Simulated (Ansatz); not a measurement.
**Rhodium, A15 under RPBE: structure and ground-state energy**

The plan for rhodium in the A15 structure: relax it, then solve it on a dense k-mesh. Spin polarisation is left out. The k-meshes are 6×6×6 for the relaxation; 7×7×7 for the dense run.

Method: DFT RPBE, plane waves (420 eV) with PAW, scalar-relativistic; PBE-made PAW files, in Ansatz 0.2.0.

## (1) Starting point

The structure is cubic, space group Pm-3n (No. 223). The conventional cell has a = 4.792 Å, b = 4.792 Å, c = 4.792 Å, α = 90.00°, β = 90.00°, γ = 90.00°. Rh (site symmetry m-3) is surrounded by 12 Rh at 2.68 Å. Rh (site symmetry -4m2) has 6 Rh at 2.40 to 2.68 Å as nearest neighbours.

As a file:

```
CELL_PARAMETERS angstrom
4.79161 0.00000 0.00000
0.00000 4.79161 0.00000
0.00000 0.00000 4.79161
ATOMIC_POSITIONS crystal
Rh 0.00000 0.00000 0.00000
Rh 0.50000 0.50000 0.50000
Rh 0.25000 0.00000 0.50000
Rh 0.75000 0.00000 0.50000
Rh 0.50000 0.25000 0.00000
Rh 0.50000 0.75000 0.00000
Rh 0.00000 0.50000 0.25000
Rh 0.00000 0.50000 0.75000
```

## (2) Relaxing cell and atoms

Contents of input.yaml:

```yaml
crystal:
  lattice:
    - [4.7916057449, 0.0, 0.0]
    - [0.0, 4.7916057449, 0.0]
    - [0.0, 0.0, 4.7916057449]
  atoms:
    - { symbol: Rh, position: [0.0, 0.0, 0.0] }
    - { symbol: Rh, position: [0.5, 0.5, 0.5] }
    - { symbol: Rh, position: [0.25, 0.0, 0.5] }
    - { symbol: Rh, position: [0.75, 0.0, 0.5] }
    - { symbol: Rh, position: [0.5, 0.25, 0.0] }
    - { symbol: Rh, position: [0.5, 0.75, 0.0] }
    - { symbol: Rh, position: [0.0, 0.5, 0.25] }
    - { symbol: Rh, position: [0.0, 0.5, 0.75] }
hamiltonian:
  xc: rpbe
  pseudopotentials:
    kind: paw
    azcp:
      Rh: "pseudopotentials/Rh.paw.azcp"
basis:
  ecutwfc: 420
  fft_grid_basis: typed
kpoints:
  mp_grid: { grid: [6, 6, 6], shift: [0, 0, 0] }
magnetization:
  spin_polarized: false
scf:
  occupations: { method: fermi_dirac, width: 0.1 }
relax:
  max_steps: 60
  f_tol: 0.01
  cell: {}
output:
  write_density: true
  write_potential: true
  elf: true
  volumetric_format: npy
```

Run with:

```sh
$ ansatz run input.yaml --threads 4 --pin off --max-ram 8192MiB --backend cpu --events-out ev --progress --plain --runs-dir out
```

The log of the run:

```text
Warning: RAYON_NUM_THREADS=4 ignored (pool sized by the plan → 4); use --threads N
Engine: ansatz 0.2.0, aarch64-unknown-linux-gnu
Pseudopotentials: kind: paw
Pseudopotential: Rh, paw, valence charge 17, recommended cutoff 420 eV (normal), <dir>
Functional definition: RPBE
  parameter kappa = 0.804
  parameter beta = 0.06672455060314922
  exchange = rpbe_x(kappa = kappa, mu = beta*pi^2/3)
  correlation = pbe_c(beta = beta)
Crystal: 8 atoms, lattice volume = 110.013 Å³
Basis set: ecut = 420 eV, 2109 PW (Γ), exchange–correlation on 72×72×72 points (8 copies of the dense FFT grid, shifted against one another)
Bands: 82, of which v1, the nominal top of the filled ones, is band 68 counted from 1 (67 counted from 0)
Symmetry: 48 space group operations
Space group: Pm-3n (ITA 223), of the structure as read, at distance tolerance 4.8e-5 Å
k-points: 20 of 216
Non-local potential: Rh, projectors of the file, l = 0: 3, l = 1: 2, l = 2: 2, l = 3: 1
PAW form: soft (Blöchl's): semilocal exchange-correlation on the pseudo side does not see the compensation charge
PAW frozen core: Rh, regenerated for the run's functional, and the local potential with it (the file was generated under x = pbe(κ = 0.804, μ = 0.2195149727645171), c = pbe(β = 0.06672455060314922))
PAW one-centre angular grid: Rh, 590 points (default); XC on 64 Gauss nodes
Initial density: superposition of atomic densities (neutral atoms: chi_scale 0, normalization atom), corrected by the library's trained network
Initial wavefunctions: pseudopotential atomic-orbital guess
Functional: x = rpbe, c = pbe(β = 0.06672455060314922)
SCF iter   1: F=—  HF=-51280.490399 eV  |F-HF|=—  |Δ(HF+E_count)|=         —  Δρ=1.54e-2  dr2=1.15e-1  ethr=1.77e-3  ⟨swp⟩=5.2  Hψ=5349  notcnv=0  defer=29
preconditioner: auto → Kerker (q_TF=auto, 2.826 Å⁻¹)  [metal: Δε(μ)=0.024 eV  Ē_g=6.508 eV  σ=0.100 eV  W_gap=0.06  n_scr=32 (ndim 8)  ℏωp=30.0 eV  f_vac=0.000  D(μ)=14.90/eV (n_scr^D=250)]
SCF iter   2: F=—  HF=-51280.479921 eV  |F-HF|=—  |Δ(HF+E_count)|=   1.05e-2  Δρ=6.63e-3  dr2=2.18e-2  ethr=8.47e-5  ⟨swp⟩=1.6  Hψ=1961  notcnv=0  defer=34
SCF iter   3: F=—  HF=-51280.477996 eV  |F-HF|=—  |Δ(HF+E_count)|=   1.92e-3  Δρ=1.04e-3  dr2=4.59e-4  ethr=1.61e-5  ⟨swp⟩=2.8  Hψ=2376  notcnv=0  defer=34
SCF iter   4: F=—  HF=-51280.478100 eV  |F-HF|=—  |Δ(HF+E_count)|=   1.04e-4  Δρ=1.44e-4  dr2=1.46e-5  ethr=3.38e-7  ⟨swp⟩=2.0  Hψ=2815  notcnv=0  defer=34
SCF iter   5: F=—  HF=-51280.478036 eV  |F-HF|=—  |Δ(HF+E_count)|=   6.43e-5  Δρ=5.20e-5  dr2=2.74e-6  ethr=1.07e-8  ⟨swp⟩=1.1  Hψ=1664  notcnv=0  defer=34
SCF iter   6: F=-51280.478036 eV  HF=-51280.478036 eV  |F-HF|=1.93e-8  |Δ(HF+E_count)|=   6.69e-8  Δρ=1.70e-5  dr2=8.60e-8  ethr=7.35e-11  ⟨swp⟩=6.1  Hψ=11239  notcnv=0
SCF 1 converged in 6 iterations: F = -51280.478036 eV  dr2 = 8.60e-8
relax step   1: F+E_penalty+E_count = -51280.47803554 eV  Δ(F+E_penalty+E_count) = +0.000e0 eV  max|allowed force component| = 1.907e-17 eV/Å  Δτ_max = 0.0000 Å  P = +20.438 GPa  Ω = 110.013 Å³  (6 SCF iters, dr2 threshold 1.00e-7 eV, accepted)
Crystal: 8 atoms, lattice volume = 125.654 Å³
Basis set: ecut = 420 eV, 2517 PW (Γ), exchange–correlation on 72×72×72 points (8 copies of the dense FFT grid, shifted against one another)
Initial density: handed on by an earlier stage of this run
Initial wavefunctions: those handed on with the density
iter 1 solved again at ethr=1.42e-4 eV; its pass at ethr=3.10e-3 eV (dr2=1.93e-1 eV) is discarded
SCF iter   1: F=—  HF=-51280.799647 eV  |F-HF|=—  |Δ(HF+E_count)|=         —  Δρ=1.29e-2  dr2=2.00e-1  ethr=1.42e-4  ⟨swp⟩=1.1  Hψ=6695  notcnv=0
preconditioner: auto → Kerker (q_TF=auto, 2.765 Å⁻¹)  [metal: Δε(μ)=0.006 eV  Ē_g=5.539 eV  σ=0.100 eV  W_gap=0.02  n_scr=32 (ndim 8)  ℏωp=28.1 eV  f_vac=0.000  D(μ)=18.62/eV (n_scr^D=304)]
SCF iter   2: F=—  HF=-51280.766278 eV  |F-HF|=—  |Δ(HF+E_count)|=   3.34e-2  Δρ=6.54e-3  dr2=5.05e-2  ethr=1.42e-4  ⟨swp⟩=1.0  Hψ=1640  notcnv=0
SCF iter   3: F=—  HF=-51280.759947 eV  |F-HF|=—  |Δ(HF+E_count)|=   6.33e-3  Δρ=1.51e-3  dr2=1.40e-3  ethr=3.71e-5  ⟨swp⟩=2.0  Hψ=2285  notcnv=0
SCF iter   4: F=—  HF=-51280.760324 eV  |F-HF|=—  |Δ(HF+E_count)|=   3.77e-4  Δρ=2.47e-4  dr2=5.08e-5  ethr=1.03e-6  ⟨swp⟩=2.1  Hψ=2861  notcnv=0
SCF iter   5: F=—  HF=-51280.760544 eV  |F-HF|=—  |Δ(HF+E_count)|=   2.20e-4  Δρ=5.76e-5  dr2=2.13e-6  ethr=3.74e-8  ⟨swp⟩=2.0  Hψ=2980  notcnv=0
SCF iter   6: F=-51280.760545 eV  HF=-51280.760545 eV  |F-HF|=2.21e-8  |Δ(HF+E_count)|=   6.70e-7  Δρ=1.42e-5  dr2=2.02e-7  ethr=5.88e-10  ⟨swp⟩=7.8  Hψ=9927  notcnv=0
SCF 2 converged in 6 iterations: F = -51280.760545 eV  dr2 = 2.02e-7
relax step   2: F+E_penalty+E_count = -51280.76054491 eV  Δ(F+E_penalty+E_count) = -2.825e-1 eV  max|allowed force component| = 1.962e-17 eV/Å  Δτ_max = 0.0000 Å  P = -10.262 GPa  Ω = 125.654 Å³  energy of the carried Pulay correction = -1.416e-2 eV  (6 SCF iters, dr2 threshold 8.00e-7 eV, accepted)
Crystal: 8 atoms, lattice volume = 119.954 Å³
Basis set: ecut = 420 eV, 2325 PW (Γ), exchange–correlation on 72×72×72 points (8 copies of the dense FFT grid, shifted against one another)
iter 1 solved again at ethr=1.80e-5 eV; its pass at ethr=3.10e-3 eV (dr2=2.45e-2 eV) is discarded
SCF iter   1: F=—  HF=-51280.993246 eV  |F-HF|=—  |Δ(HF+E_count)|=         —  Δρ=4.75e-3  dr2=2.54e-2  ethr=1.80e-5  ⟨swp⟩=1.7  Hψ=6700  notcnv=0
preconditioner: auto → Kerker (q_TF=auto, 2.786 Å⁻¹)  [metal: Δε(μ)=0.021 eV  Ē_g=5.856 eV  σ=0.100 eV  W_gap=0.05  n_scr=32 (ndim 8)  ℏωp=28.8 eV  f_vac=0.000  D(μ)=16.94/eV (n_scr^D=250)]
SCF iter   2: F=—  HF=-51280.988517 eV  |F-HF|=—  |Δ(HF+E_count)|=   4.73e-3  Δρ=2.37e-3  dr2=6.16e-3  ethr=1.80e-5  ⟨swp⟩=2.0  Hψ=2351  notcnv=0
SCF iter   3: F=—  HF=-51280.987492 eV  |F-HF|=—  |Δ(HF+E_count)|=   1.03e-3  Δρ=5.45e-4  dr2=1.69e-4  ethr=4.53e-6  ⟨swp⟩=2.0  Hψ=2315  notcnv=0
SCF iter   4: F=—  HF=-51280.987623 eV  |F-HF|=—  |Δ(HF+E_count)|=   1.31e-4  Δρ=7.44e-5  dr2=3.48e-6  ethr=1.24e-7  ⟨swp⟩=2.0  Hψ=2869  notcnv=0
iter 5 did not close the SCF: its close was put off for the readings that it lacked (scf_convergence_deferred on its scf_iter line)
SCF iter   5: F=-51280.987625 eV  HF=-51280.987625 eV  |F-HF|=5.27e-8  |Δ(HF+E_count)|=   1.86e-6  Δρ=2.06e-5  dr2=3.20e-7  ethr=2.56e-9  ⟨swp⟩=2.6  Hψ=2742  notcnv=0
SCF iter   6: F=-51280.987625 eV  HF=-51280.987625 eV  |F-HF|=1.89e-9  |Δ(HF+E_count)|=   2.97e-8  Δρ=4.80e-6  dr2=1.85e-8  ethr=2.36e-10  ⟨swp⟩=5.9  Hψ=10250  notcnv=0
SCF 3 converged in 6 iterations: F = -51280.987625 eV  dr2 = 1.85e-8
relax step   3: F+E_penalty+E_count = -51280.98762471 eV  Δ(F+E_penalty+E_count) = -2.271e-1 eV  max|allowed force component| = 1.850e-17 eV/Å  Δτ_max = 0.0000 Å  P = -1.812 GPa  Ω = 119.954 Å³  energy of the carried Pulay correction = -9.221e-3 eV  (6 SCF iters, dr2 threshold 8.00e-7 eV, accepted)
[... 12 lines left out ...]
relax step   4: F+E_penalty+E_count = -51280.99445023 eV  Δ(F+E_penalty+E_count) = -6.826e-3 eV  max|allowed force component| = 3.267e-17 eV/Å  Δτ_max = 0.0000 Å  P = +0.226 GPa  Ω = 118.798 Å³  energy of the carried Pulay correction = -8.191e-3 eV  (6 SCF iters, dr2 threshold 8.00e-7 eV, accepted)
[... 13 lines left out ...]
relax step   5: F+E_penalty+E_count = -51280.99442419 eV  Δ(F+E_penalty+E_count) = +2.604e-5 eV  max|allowed force component| = 3.224e-17 eV/Å  Δτ_max = 0.0000 Å  P = -0.004 GPa  Ω = 118.925 Å³  energy of the carried Pulay correction = -8.304e-3 eV  (6 SCF iters, dr2 threshold 1.27e-7 eV, accepted)
Initial wavefunctions: pseudopotential atomic-orbital guess (no wavefunctions were taken with the density)
iter 1 solved again at ethr=1.26e-7 eV; its pass at ethr=3.10e-3 eV (dr2=1.72e-4 eV) is discarded
SCF iter   1: F=—  HF=-51280.998789 eV  |F-HF|=—  |Δ(HF+E_count)|=         —  Δρ=1.01e-3  dr2=3.67e-5  ethr=1.26e-7  ⟨swp⟩=3.0  Hψ=9074  notcnv=0
preconditioner: auto → Kerker (q_TF=auto, 2.790 Å⁻¹)  [metal: Δε(μ)=0.020 eV  Ē_g=5.916 eV  σ=0.100 eV  W_gap=0.05  n_scr=32 (ndim 8)  ℏωp=28.9 eV  f_vac=0.000  D(μ)=16.79/eV (n_scr^D=250)]
SCF iter   2: F=—  HF=-51281.001129 eV  |F-HF|=—  |Δ(HF+E_count)|=   2.34e-3  Δρ=5.12e-4  dr2=8.93e-6  ethr=2.70e-8  ⟨swp⟩=1.0  Hψ=1640  notcnv=0
SCF iter   3: F=—  HF=-51281.001918 eV  |F-HF|=—  |Δ(HF+E_count)|=   7.89e-4  Δρ=1.90e-5  dr2=3.55e-8  ethr=6.57e-9  ⟨swp⟩=2.7  Hψ=3180  notcnv=0
SCF iter   4: F=—  HF=-51281.001919 eV  |F-HF|=—  |Δ(HF+E_count)|=   9.25e-7  Δρ=2.26e-6  dr2=2.41e-9  ethr=2.61e-11  ⟨swp⟩=2.0  Hψ=2246  notcnv=0
SCF iter   5: F=—  HF=-51281.001919 eV  |F-HF|=—  |Δ(HF+E_count)|=  9.17e-10  Δρ=5.18e-7  dr2=2.92e-10  ethr=1.77e-12  ⟨swp⟩=1.4  Hψ=2236  notcnv=0
SCF iter   6: F=-51281.001919 eV  HF=-51281.001919 eV  |F-HF|=7.28e-12  |Δ(HF+E_count)|=  7.28e-12  Δρ=1.39e-7  dr2=1.11e-11  ethr=1.00e-12  ⟨swp⟩=5.5  Hψ=6845  notcnv=0
SCF 6 converged in 6 iterations: F = -51281.001919 eV  dr2 = 1.11e-11
relax step   6: F+E_penalty+E_count = -51281.00191893 eV  Δ(F+E_penalty+E_count) = -7.495e-3 eV  max|allowed force component| = 3.656e-17 eV/Å  Δτ_max = 0.0000 Å  P = -0.028 GPa  Ω = 118.925 Å³  stress off target by 2.80e-2 GPa  SCF on the basis re-selected at this cell (its energy is not comparable with the rows above)  (6 SCF iters)
basis re-selected at this cell: Δ(F+E_penalty+E_count) = -7.495e-3 eV, ΔP = -0.024 GPa vs the last step (what re-selecting the basis moved, of the pressure what is left beyond the Pulay correction that the steps carried, after the strain that the cell walked since its last selection, with what the two solves' SCF thresholds leave and, on support functions, any second-order correction that the steps lacked; it is no measure of the basis error at this ecutwfc). This SCF's stress stands 2.80e-2 GPa from its target on what of the cell is left free (relax.cell.stress_tol is 5.00e-2 GPa) and its largest allowed force component is 3.66e-17 eV/Å (relax.f_tol is 1.00e-2 eV/Å): within both
SCF converged after 6 iterations
Free energy (F): -51281.001919 eV
Harris-Foulkes:  -51281.001919 eV  (|F-HF|=7.28e-12)
Internal energy: -51280.456672 eV  (E = F + TS)
E sigma→0 (E₀):  -51280.729295 eV
Entropy (-TS):   -0.545247 eV (-68.156 meV/atom)
Fermi energy:    20.351253 eV
--- Per-component energies (eV) ---
  E_band       = -916.635461
  E_kinetic    = 4577.725157
  E_local      = -13371.523046  (includes V_loc(G=0)·N_el)
  E_nonlocal   = 2837.010528
  E_hartree    = 4713.817091
  E_xc         = -1771.108669
  E_vxc        = -2219.923068  (∫ρ·V_xc dr)
  E_paw        = -28756.567139  (= ΣΔE_a)
  E_vpaw       = -2167.566384  (= ΣTr[D̂ρ^β])
  E_aug_tail   = 0.007316  (compensation charges beyond the density's cutoff)
  E_ewald      = -19508.985024
  E_core_change = -0.832887  (= ΣΔE_core)
  E_smearing   = -0.545247  (= −TS)
  E_closure    = 0.000000  (closes the sum)
  Σ components = -51281.001919   (vs F -51281.001919, Δ=0.00e0)
--- Forces (eV/Å), atoms counted from 1 ---
  atom   1  Rh     0.00000000     0.00000000    -0.00000000
  atom   2  Rh     0.00000000     0.00000000    -0.00000000
  atom   3  Rh    -0.00000000    -0.00000000    -0.00000000
  atom   4  Rh     0.00000000    -0.00000000    -0.00000000
  atom   5  Rh    -0.00000000     0.00000000     0.00000000
  atom   6  Rh     0.00000000    -0.00000000    -0.00000000
  atom   7  Rh     0.00000000     0.00000000     0.00000000
  atom   8  Rh    -0.00000000    -0.00000000    -0.00000000
  max |Σ_I F_I| component: 1.28e-17 eV/Å
--- Stress (GPa, compression-positive) ---
       -0.027951       0.000000      -0.000000
       -0.000000      -0.027951       0.000000
       -0.000000       0.000000      -0.027951
  P = ⅓ Tr σ = -0.0280 GPa (-0.280 kbar)
--- Band table (eV; the first three rows and the last of 20) ---
  k-point 0: bands = ["-58.2732", "-58.2307", "-58.1933", "-58.1933", "-58.1752", "-58.0881", "-58.0881", "-58.0881", "-26.7400", "-26.7400", "-26.6785", "-26.2727", "-26.2727", "-26.2727", "-26.1899", "-26.1899", "-26.1899", "-25.8960", "-25.8960", "-25.8960", "-25.8882", "-25.8882", "-25.8882", "-25.8538", "-25.8538", "-25.8538", "-25.8503", "-25.8503", "-25.8503", "-25.7883", "-25.7883", "-25.7883", "12.9742", "14.7043", "14.7043", "15.5763", "15.5763", "15.5763", "15.5851", "15.9552", "16.3855", "16.3855", "16.3855", "16.6162", "16.6162", "16.6162", "16.9741", "17.1237", "17.1237", "17.2578", "17.2578", "18.0209", "18.0209", "18.0209", "18.4912", "18.4912", "18.4912", "19.1748", "19.1748", "19.1748", "19.3277", "19.3277", "19.3277", "19.6152", "19.6152", "20.0554", "20.0554", "20.5643", "20.5643", "20.5643", "20.9277", "20.9277", "20.9277", "23.2674", "23.2674", "23.2674", "24.9642", "24.9642", "25.3809", "30.0744", "30.0744", "30.0744"]
  k-point 1: bands = ["-58.2690", "-58.2314", "-58.1943", "-58.1889", "-58.1751", "-58.0953", "-58.0881", "-58.0881", "-26.7417", "-26.7185", "-26.6485", "-26.2700", "-26.2700", "-26.2455", "-26.1968", "-26.1968", "-26.1699", "-25.9116", "-25.9116", "-25.9018", "-25.8950", "-25.8932", "-25.8804", "-25.8804", "-25.8566", "-25.8492", "-25.8492", "-25.8410", "-25.8410", "-25.8325", "-25.7901", "-25.7901", "13.1902", "14.6573", "14.8922", "15.3282", "15.6185", "15.6185", "15.6546", "16.2125", "16.2562", "16.2809", "16.2809", "16.4049", "16.7366", "16.7366", "16.8736", "17.1434", "17.2618", "17.3425", "17.5097", "17.7374", "17.7374", "18.2058", "18.2599", "18.6425", "18.6425", "18.8299", "19.1203", "19.1203", "19.1644", "19.5147", "19.5147", "19.5967", "19.9304", "19.9722", "20.1717", "20.6481", "20.6481", "20.6608", "20.7936", "20.7936", "20.9350", "21.8986", "23.3981", "23.3981", "24.7723", "25.0773", "26.6898", "28.5680", "28.8326", "28.8326"]
  k-point 2: bands = ["-58.2583", "-58.2354", "-58.1947", "-58.1869", "-58.1643", "-58.1146", "-58.0881", "-58.0881", "-26.7424", "-26.7229", "-26.4997", "-26.2653", "-26.2653", "-26.2083", "-26.2083", "-26.1743", "-26.1304", "-26.0424", "-25.9381", "-25.9342", "-25.9342", "-25.9148", "-25.8855", "-25.8650", "-25.8650", "-25.8643", "-25.8455", "-25.8455", "-25.8259", "-25.8259", "-25.7943", "-25.7943", "13.7770", "14.5915", "15.0890", "15.1566", "15.6901", "15.7119", "15.7119", "16.0681", "16.1067", "16.1067", "16.1667", "16.4620", "16.7001", "16.8881", "16.8881", "17.3000", "17.4486", "17.4834", "17.6805", "17.6805", "17.8552", "18.0039", "18.4109", "18.4603", "18.4603", "18.5966", "18.9356", "18.9356", "19.1292", "19.6562", "19.7279", "19.7680", "19.8568", "19.8568", "20.1927", "20.4355", "20.4355", "20.5586", "20.8044", "20.9365", "21.1488", "21.1488", "23.6110", "23.6110", "24.3787", "24.7576", "27.4658", "27.4658", "27.5184", "27.6501"]
  k-point 19: bands = ["-58.2308", "-58.2308", "-58.1450", "-58.1450", "-58.1450", "-58.1450", "-58.1450", "-58.1450", "-26.3358", "-26.3358", "-26.3358", "-26.3358", "-26.3358", "-26.3358", "-26.0929", "-26.0929", "-26.0929", "-26.0929", "-26.0929", "-26.0929", "-26.0106", "-26.0106", "-25.8853", "-25.8853", "-25.8853", "-25.8853", "-25.8853", "-25.8853", "-25.8837", "-25.8837", "-25.8837", "-25.8837", "15.5934", "15.5934", "15.5934", "15.5934", "15.5934", "15.5934", "16.1940", "16.1940", "16.1940", "16.1940", "16.2490", "16.2490", "17.1081", "17.1081", "17.1081", "17.1081", "17.1081", "17.1081", "17.7435", "17.7435", "17.7435", "17.7435", "17.7435", "17.7435", "19.0147", "19.0147", "19.0147", "19.0147", "19.0147", "19.0147", "20.2690", "20.2690", "20.2690", "20.2690", "20.2690", "20.2690", "20.3998", "20.3998", "20.3998", "20.3998", "21.8850", "21.8850", "21.8850", "21.8850", "21.8850", "21.8850", "22.0907", "22.0907", "33.6835", "33.6835"]
--- Relaxed structure (5 steps of the walk, 5 accepted, 1 SCFs on fresh bases) ---
  F+E_penalty+E_count = -51281.00191893 eV   max|allowed force component| = 3.656e-17 eV/Å   (the final SCF, on the basis selected at the relaxed cell)
  cell:  # Å, volume = 118.9249 Å³
    - [4.9176504302757325, -1.2117309233436358e-33, -3.691365726742202e-34]
    - [-1.1796320909371818e-33, 4.9176504302757325, -2.246918268451775e-34]
    - [3.851859888774472e-34, -2.246918268451775e-34, 4.9176504302757325]
  atoms:
    - { symbol: Rh, position: [5.558871022534091e-35, 1.0287239616269804e-35, -6.561590674161279e-36] }
    - { symbol: Rh, position: [0.5, 0.5, 0.5] }
    - { symbol: Rh, position: [0.25, 3.582707011669416e-35, 0.5] }
    - { symbol: Rh, position: [0.7500000000000001, 3.6664441608511374e-35, 0.5] }
    - { symbol: Rh, position: [0.5, 0.25, -1.5353991338241788e-35] }
    - { symbol: Rh, position: [0.5, 0.7500000000000001, -1.0329762387338636e-35] }
    - { symbol: Rh, position: [-1.374254186385219e-34, 0.5, 0.25] }
    - { symbol: Rh, position: [-1.2172470316694955e-34, 0.5, 0.7500000000000001] }
```

Run time: 18 s. Hardware: 4 threads of Arm Neoverse V1, shared host; peak memory 0.59 GiB.

The walk, from the log:

| step | energy change (meV/atom) | largest force (eV/Å) | pressure (GPa) | volume (Å³/atom) |
| --- | --- | --- | --- | --- |
| 1 | 0.00 | 0.0000 | 20.44 | 13.752 |
| 2 | -35.31 | 0.0000 | -10.26 | 15.707 |
| 3 | -63.70 | 0.0000 | -1.81 | 14.994 |
| 4 | -64.55 | 0.0000 | 0.23 | 14.850 |
| 5 | -64.55 | 0.0000 | 0.00 | 14.866 |
| 6 | -65.49 | 0.0000 | -0.03 | 14.866 |

Steps that repeat a cell are solved on a basis chosen anew, so their changes of energy are no gain of the relaxation.

The cell of the run, before and after:

|  | before | after | change |
| --- | --- | --- | --- |
| a (Å) | 4.792 | 4.918 | +2.6 % |
| b (Å) | 4.792 | 4.918 | +2.6 % |
| c (Å) | 4.792 | 4.918 | +2.6 % |
| volume (Å³/atom) | 13.752 | 14.866 | +8.1 % |
| shortest distance (Å) | 2.396 | 2.459 | +2.6 % |
| space group (spins left aside) | Pm-3n | Pm-3n | same |

[end of part 1 of 2]
